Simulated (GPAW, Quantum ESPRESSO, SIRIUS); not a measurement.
**The bulk modulus of C, sorted by core time**

**What was measured.** The bulk modulus of C (Fd-3m) is reported as 443 GPa (arxiv:1701.05631). The runs below try to reproduce it.

```cif
data_structure
_symmetry_space_group_name_H-M 'P 1'
_symmetry_Int_Tables_number 1
_cell_length_a 2.5221
_cell_length_b 2.5221
_cell_length_c 2.5221
_cell_angle_alpha 60.000
_cell_angle_beta 60.000
_cell_angle_gamma 60.000
_cell_volume 11.34
loop_
_atom_site_label
_atom_site_type_symbol
_atom_site_fract_x
_atom_site_fract_y
_atom_site_fract_z
_atom_site_occupancy
C1 C 0.75000 0.75000 0.75000 1
C2 C 0.50000 0.50000 0.50000 1
```

```tsv
rung	level	program and potentials	cutoff (eV)	k mesh	smearing	core time	chip	bulk modulus (GPa)	miss	notes
GGA + dispersion	PBE+D3(BJ)	GPAW, GPAW PAW data sets (gpaw-data 1.2.1)	800	10 × 10 × 10	fermi-dirac 0.05	30 s	Intel Xeon 6975P-C Granite Rapids	442.3	-0.2 %	-
GGA	PBEsol	Quantum ESPRESSO, GBRV 1.5 PBEsol	612	13 × 13 × 13	fermi-dirac 0.05	41 s	Arm Neoverse V1	448.6	+1.3 %	-
GGA	PBE	GPAW, PAW data sets generated for this functional	800	10 × 10 × 10	fermi-dirac 0.05	46 s	Intel Xeon Platinum 8488C Sapphire Rapids	433.3	-2.2 %	-
GGA	PBE	GPAW, SG15 ONCV 1.2	1100	10 × 10 × 10	fermi-dirac 0.05	46 s	Intel Xeon Platinum 8488C Sapphire Rapids	431.1	-2.7 %	-
GGA + dispersion	PBEsol+D3(BJ)	GPAW, PAW data sets generated for this functional	800	10 × 10 × 10	fermi-dirac 0.05	49 s	Intel Xeon Platinum 8488C Sapphire Rapids	457.0	+3.2 %	-
GGA	PBEsol	SIRIUS, PseudoDojo 0.4.1 PBEsol standard (scalar relativistic)	1127	13 × 13 × 13	fermi-dirac 0.05	1.7 min	Intel Xeon Platinum 8259CL Skylake/Cascade Lake	448.9	+1.3 %	-
```

Times are single runs on shared hosts and different chips, so they are rough; meshes, cutoffs and the tasks' sizes weigh on the time. Task: equation of state. All rows: no spin polarisation. Smearing widths are in eV. The cell comes from a database and isn't always the measured one. Meshes differ between rows, which moves values too. Meshes are those of the run's cell of 2 atoms unless a note names another. Misses use the values as printed. Runs on faulty files, with rough fits or with known faults for this quantity aren't shown. No row holds spin-orbit coupling.

By rung: GGA + dispersion 442.3 to 457.0; GGA 431.1 to 448.9 (GPa). Measured: 443 GPa (arxiv:1701.05631). Closest is PBE+D3(BJ) (-0.2 %), and PBE misses by -2.7 % to -2.2 % on plain settings. The runs are for a static lattice, while measurements hold temperature and zero-point motion.
